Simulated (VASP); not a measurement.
# Si2N (I4/mmm) in VASP: single point with PBE

Aim: the single point of Si2N with PBE.

Program: VASP 6.6.1. These are calculated values, not measurements. Logs are shortened: lines on timing, memory, paths and dates and some standing lists are left out, and cuts for length are marked.

### Step 1. The cell of the first run

The structure is tetragonal, space group I4/mmm (No. 139). The conventional cell has a = 2.777 Å, b = 2.777 Å, c = 8.478 Å, α = 90.00°, β = 90.00°, γ = 90.00°. Si (site symmetry 4mm) has 4 N at 2.31 Å and 1 Si at 2.42 Å as nearest neighbours. N (site symmetry 4/mmm) has 8 Si at 2.31 Å as nearest neighbours.

The cell was built by a generator and needn't be a form met in nature.

### Step 2. Single point, PBE (species swapped into the Ti2Rh type (I4/mmm, No. 139))

File INCAR:

```
PREC     = Accurate       # precision mode
ENCUT    = 520            # plane-wave cutoff, eV
EDIFF    = 1E-7           # SCF threshold, eV
ISMEAR   = 0              # smearing method
SIGMA    = 0.1            # smearing width, eV
LREAL    = F              # projectors in reciprocal space
LASPH    = T              # aspherical terms in the spheres
NELM     = 100            # most SCF steps
ALGO     = Fast           # electronic algorithm
ISIF     = 2              # what is computed and relaxed
LWAVE    = F              # write WAVECAR
LCHARG   = F              # write CHGCAR
GGA      = PE             # functional
NBANDS   = 14             # bands
```

File KPOINTS:

```
regular mesh
0
Gamma
  24 24 24
```

File POSCAR:

```
Si2N
1.0
   -1.3885885050      1.3885885050      4.2389684608
    1.3885885050     -1.3885885050      4.2389684608
    1.3885885050      1.3885885050     -4.2389684608
Si N
2 1
Direct
    0.6429360352      0.6429360352      0.0000000000
    0.3570639648      0.3570639648      0.0000000000
    0.0000000000      0.0000000000      0.0000000000
```

Potentials or basis: VASP PAW PBE potentials, release 64 (Si, N).

The run is started by

```sh
> cat potpaw_PBE.64/Si/POTCAR potpaw_PBE.64/N/POTCAR > POTCAR
> mpirun -np 1 vasp_std > vasp.out
```

OUTCAR:

```text
PREC = Accurate
   ENCUT = 520
   EDIFF = 1E-7
   ISMEAR = 0
   LREAL = F
   LASPH = T
   NELM = 100
   ISIF = 2
   GGA = PE

 ion  position               nearest neighbor table
   1  0.643  0.643  0.000-   3 2.31   3 2.31   3 2.31   3 2.31   2 2.42   2 2.67   2 2.67   2 2.67
                             2 2.67
   2  0.357  0.357  0.000-   3 2.31   3 2.31   3 2.31   3 2.31   1 2.42   1 2.67   1 2.67   1 2.67
                             1 2.67
   3  0.000  0.000  0.000-   1 2.31   1 2.31   1 2.31   2 2.31   1 2.31   2 2.31   2 2.31   2 2.31

  LATTYP: Found a body centered tetragonal cell.
 ALAT       =     2.7771770100
 C/A-ratio  =     3.0527175225

  Lattice vectors:

 A1 = (  -1.3885885050,   1.3885885050,   4.2389684608)
 A2 = (   1.3885885050,  -1.3885885050,   4.2389684608)
 A3 = (   1.3885885050,   1.3885885050,  -4.2389684608)

Analysis of symmetry for initial positions (statically):
=====================================================================
 Subroutine PRICEL returns:
 Original cell was already a primitive cell.

 Routine SETGRP: Setting up the symmetry group for a
 body centered tetragonal supercell.

 Subroutine GETGRP returns: Found 16 space group operations
 (whereof 16 operations were pure point group operations)
 out of a pool of 16 trial point group operations.

The static configuration has the point symmetry D_4h.

Analysis of symmetry for dynamics (positions and initial velocities):
=====================================================================
 Subroutine PRICEL returns:
 Original cell was already a primitive cell.

 Routine SETGRP: Setting up the symmetry group for a
 body centered tetragonal supercell.

 Subroutine GETGRP returns: Found 16 space group operations
 (whereof 16 operations were pure point group operations)
 out of a pool of 16 trial point group operations.

The dynamic configuration has the point symmetry D_4h.

 Subroutine INISYM returns: Found 16 space group operations
 (whereof 16 operations are pure point group operations),
 and found     1 'primitive' translations

----------------------------------------------------------------------------------------

                                     Primitive cell

  volume of cell :      32.6939

  direct lattice vectors                    reciprocal lattice vectors
    -1.388588505  1.388588505  4.238968461     0.000000000  0.360077876  0.117953225
     1.388588505 -1.388588505  4.238968461     0.360077876  0.000000000  0.117953225
     1.388588505  1.388588505 -4.238968461     0.360077876  0.360077876  0.000000000

  length of vectors
     4.671745893  4.671745893  4.671745893     0.378905054  0.378905054  0.509227016

  position of ions in fractional coordinates (direct lattice)
     0.642936035  0.642936035  0.000000000
     0.357063965  0.357063965  0.000000000
     0.000000000  0.000000000  0.000000000

  ion indices of the primitive-cell ions
   primitive index   ion index
                 1           1
                 2           2
                 3           3

----------------------------------------------------------------------------------------

 KPOINTS: regular mesh

Automatic generation of k-mesh.
 Grid dimensions read from file:
 generate k-points for:   24   24   24

 Generating k-lattice:

  Cartesian coordinates                     Fractional coordinates (reciprocal lattice)
     0.000000000  0.015003245  0.004914718     0.041666667 -0.000000000  0.000000000
     0.015003245  0.000000000  0.004914718    -0.000000000  0.041666667  0.000000000
     0.015003245  0.015003245  0.000000000     0.000000000  0.000000000  0.041666667

  Length of vectors
     0.015787711  0.015787711  0.021217792

  Shift w.r.t. Gamma in fractional coordinates (k-lattice)
     0.000000000  0.000000000  0.000000000

 Subroutine IBZKPT returns following result:
 ===========================================

 Found   1063 irreducible k-points:

 Following reciprocal coordinates:
            Coordinates               Weight
  0.000000  0.000000  0.000000      1.000000
  0.041667  0.000000  0.000000      8.000000
  0.083333  0.000000  0.000000      8.000000
  0.125000 -0.000000  0.000000      8.000000
  0.166667 -0.000000  0.000000      8.000000
  0.208333 -0.000000  0.000000      8.000000
[... 16 lines left out ...]
  0.416667  0.041667  0.000000     16.000000
  0.458333  0.041667  0.000000     16.000000
 [... further k-points ...]
   k-points           NKPTS =   1063   k-points in BZ     NKDIM =   1063   number of bands    NBANDS=     14
   number of dos      NEDOS =    301   number of ions     NIONS =      3
   total plane-waves  NPLWV =  46656
   dimension x,y,z NGX =    36 NGY =   36 NGZ =   36
   dimension x,y,z NGXF=    72 NGYF=   72 NGZF=   72
   ions per type =               2   1
   NGX,Y,Z   is equivalent  to a cutoff of  12.81, 12.81, 12.81 a.u.
   NGXF,Y,Z  is equivalent  to a cutoff of  25.62, 25.62, 25.62 a.u.
 SYSTEM =  unknown system
   PREC   = accura    normal or accurate (medium, high low for compatibility)
   ISTART =      0    job   : 0-new  1-cont  2-samecut
   ICHARG =      2    charge: 1-file 2-atom 10-const
   ISPIN  =      1    spin polarized calculation?
   LNONCOLLINEAR =      F non collinear calculations
   LSORBIT =      F    spin-orbit coupling
   LASPH  =      T    aspherical Exc in radial PAW
   ENCUT  =  520.0 eV  38.22 Ry    6.18 a.u.   8.69  8.69  8.69*2*pi/ulx,y,z
   NELM   =    100;   NELMIN=  2; NELMDL= -5     # of ELM steps
   EDIFF  = 0.1E-06   stopping-criterion for ELM
   LREAL  =      F    real-space projection
   EDIFFG = 0.1E-05   stopping-criterion for IOM
   NSW    =      0    number of steps for IOM
   IBRION =     -1    ionic relax: 0-MD 1-quasi-New 2-CG
   NFREE  =      0    steps in history (QN), initial steepest desc. (CG)
   ISIF   =      2    stress and relaxation
   ISYM   =      2    0-nonsym 1-usesym 2-fastsym
   POTIM  = 0.5000    time-step for ionic-motion
   TEBEG  =    0.0;   TEEND  =   0.0 temperature during run
   PSTRESS=    0.0 pullay stress
   NELECT =      13.0000    total number of electrons
   NUPDOWN=      -1.0000    fix difference up-down
   EMIN   =  10.00;   EMAX   =-10.00  energy-range for DOS
   EFERMI =   0.00;   METHOD = LEGACY
   ISMEAR =     0;   SIGMA  =   0.10  broadening in eV -4-tet -1-fermi 0-gaus
   EFERMI_NEDOS =   21; number of points for ismear=-14 and -15
   IALGO  =     68    algorithm
   IMIX   =      4    mixing-type and parameters
     AMIX     =   0.40;   BMIX     =  1.00
     AMIX_MAG =   1.60;   BMIX_MAG =  1.00
  volume/ion in A,a.u.               =      10.90        73.54
  Fermi-wavevector in a.u.,A,eV,Ry     =   1.203835  2.274918 19.717807  1.449218
  Thomas-Fermi vector in A             =   2.339577
   LORBIT       =      0    0 simple, 1 ext, 2 COOP (PROOUT), +10 PAW based schemes
   GGA     = PE    functional components
   LHFCALC =     F    Hartree Fock is set to
   AEXX    =    0.0000 exact exchange contribution
   IVDW    =     0    specifies the selected vdW correction
   LEPSILON=     F    determine dielectric tensor
   LRPA    =     F    only Hartree local field effects (RPA)
 non-spin polarized calculation
 RMM-DIIS sequential band-by-band and
 Gauss-broadening in eV      SIGMA  =   0.10
  energy-cutoff  :      520.00
  volume of cell :       32.69
 maximum number of plane-waves:       908
   NGX = 17   NGY = 17   NGZ = 17

 number of electron      13.0000000 magnetization

 Free energy of the ion-electron system (eV)
  ---------------------------------------------------
  ext. energy  EPLUGINS =         0.00000000
  ---------------------------------------------------
  free energy    TOTEN  =       -16.38091007 eV

  energy without entropy =      -16.37654510  energy(sigma->0) =      -16.37872759

 E-fermi :  11.0282     XC(G=0): -11.8977

 val. band max:       11.0279300892   @ k =  -0.3750   0.2083  -0.0000
 cond. band min:      11.0292196947   @ k =  -0.4583  -0.4583   0.0833
 fundamental gap:      0.0012896055
 Fermi energy:        11.0282151262

 k-point     1 :       0.0000    0.0000    0.0000
  band No.  band energies     occupation
      1      -7.3633      2.00000
      2       0.6228      2.00000
      3       2.2205      2.00000
      4       8.0737      2.00000
      5       8.0737      2.00000
      6       9.3364      2.00000
      7      13.7003      0.00000
      8      14.6355      0.00000
      9      14.6355      0.00000
     10      16.3263      0.00000
     11      17.3238      0.00000
     12      20.3056      0.00000
     13      21.1168      0.00000
     14      21.1168      0.00000

 k-point     2 :       0.0417    0.0000    0.0000
  band No.  band energies     occupation
      1      -7.3348      2.00000
      2       0.6037      2.00000
      3       2.2951      2.00000
      4       7.6793      2.00000
      5       8.0894      2.00000
      6       9.6756      2.00000
      7      13.2739      0.00000
      8      14.5095      0.00000
      9      14.6687      0.00000
     10      16.8061      0.00000
     11      17.4005      0.00000
     12      20.3716      0.00000
     13      21.0482      0.00000
     14      21.1052      0.00000

 k-point     3 :       0.0833    0.0000    0.0000
  band No.  band energies     occupation
      1      -7.2494      2.00000
      2       0.5608      2.00000
      3       2.5016      2.00000
      4       6.9465      2.00000
      5       8.1360      2.00000
      6      10.2507      2.00000
      7      12.2988      0.00000
      8      14.4595      0.00000
      9      14.7676      0.00000
     10      17.3104      0.00000
     11      17.8239      0.00000
     12      20.6263      0.00000
     13      20.8500      0.00000
     14      21.1256      0.00000

 k-point     4 :       0.1250   -0.0000    0.0000
  band No.  band energies     occupation
      1      -7.1085      2.00000
      2       0.5204      2.00000
      3       2.8000      2.00000
      4       6.1525      2.00000
      5       8.2120      2.00000
      6      10.8071      1.99824
      7      11.1975      0.01663
      8      14.4758      0.00000
      9      14.9310      0.00000
     10      17.4295      0.00000
     11      18.3139      0.00000
     12      20.5423      0.00000
     13      21.2186      0.00000
     14      21.2796      0.00000

 k-point     5 :       0.1667   -0.0000    0.0000
  band No.  band energies     occupation
      1      -6.9139      2.00000
      2       0.5017      2.00000
      3       3.1307      2.00000
      4       5.3957      2.00000
      5       8.3146      2.00000
      6      10.0947      2.00000
      7      11.3175      0.00004
      8      14.5047      0.00000
      9      15.1562      0.00000
     10      17.3668      0.00000
     11      18.4886      0.00000
[... 276 lines left out ...]
 k-point    22 :       0.3750    0.0417    0.0000
  band No.  band energies     occupation
      1      -5.3006      2.00000
      2       0.1419      2.00000
      3       2.0712      2.00000
      4       5.0695      2.00000
      5       7.4502      2.00000
      6       8.8359      2.00000
      7      12.0262      0.00000
      8      13.8868      0.00000
      9      16.0971      0.00000
     10      16.7547      0.00000
     11      17.3996      0.00000
     12      18.8641      0.00000
     13      20.7695      0.00000
     14      22.8911      0.00000

 k-point    23 :       0.4167    0.0417    0.0000
  band No.  band energies     occupation
      1      -4.9813      2.00000
      2      -0.2053      2.00000
      3       2.2454      2.00000
      4       4.4956      2.00000
      5       7.9912      2.00000
      6       8.9544      2.00000
      7      11.4415      0.00000
      8      13.9767      0.00000
      9      16.3717      0.00000
     10      16.8240      0.00000
     11      17.0271      0.00000
     12      18.6934      0.00000
     13      20.9235      0.00000
     14      22.4197      0.00000

 k-point    24 :       0.4583    0.0417    0.0000
  band No.  band energies     occupation
      1      -4.7502      2.00000
      2      -0.4928      2.00000
      3       2.5939      2.00000
      4       3.9245      2.00000
      5       8.4839      2.00000
      6       9.0167      2.00000
      7      10.9226      1.86468
      8      14.0829      0.00000
      9      16.5900      0.00000
     10      16.6508      0.00000
     11      16.9632      0.00000
     12      18.6127      0.00000
     13      20.9288      0.00000
     14      22.3045      0.00000

 [... further k-points ...]

------------------------ aborting loop because EDIFF is reached ----------------------------------------

  FORCE on cell =-STRESS in cart. coord.  units (eV):
  Direction    XX          YY          ZZ          XY          YZ          ZX
  --------------------------------------------------------------------------------------
  -------------------------------------------------------------------------------------
  Total       -0.0002505     -0.0002505     -0.0185893      0.0000000      0.0000000      0.0000000
  in kB       -0.0122750     -0.0122750     -0.9109723      0.0000000      0.0000000      0.0000000
  external PRESSURE =      -0.3118408 kB  Pullay stress =       0.0000000 kB

 VOLUME and BASIS-vectors are now :
 -----------------------------------------------------------------------------
  energy-cutoff  :      520.00
  volume of cell :       32.69
      direct lattice vectors                 reciprocal lattice vectors
    -1.388588505  1.388588505  4.238968461     0.000000000  0.360077876  0.117953225
     1.388588505 -1.388588505  4.238968461     0.360077876  0.000000000  0.117953225
     1.388588505  1.388588505 -4.238968461     0.360077876  0.360077876  0.000000000

 POSITION                                       TOTAL-FORCE (eV/Angst)
 -----------------------------------------------------------------------------------
      0.00000      0.00000      5.45077        -0.000000     -0.000000     -0.005664
      0.00000      0.00000      3.02717         0.000000      0.000000      0.005664
      0.00000      0.00000      0.00000         0.000000      0.000000      0.000000
 -----------------------------------------------------------------------------------
    total drift:                               -0.000000     -0.000000      0.000000

  FREE ENERGIE OF THE ION-ELECTRON SYSTEM (eV)
  ---------------------------------------------------
  free  energy   TOTEN  =       -16.3809100723 eV

  energy  without entropy=      -16.3765451010  energy(sigma->0) =      -16.37872759
```

Wall time 10 min (1 thread of AMD EPYC 9R45 (Zen 5), shared host); peak memory 0.51 GiB.

Results:

| Property | Result |
| --- | --- |
| Free energy | -16.3809 eV |
| Pressure | 0.0 GPa |
| Largest force | 0.006 eV/Å |
| Band gap on the k mesh | none (metal or under the smearing width) |

Forces in eV/Å, atoms in the order of the input:
```
Si   0.000  0.000 -0.006
Si   0.000  0.000  0.006
N    0.000  0.000  0.000
```
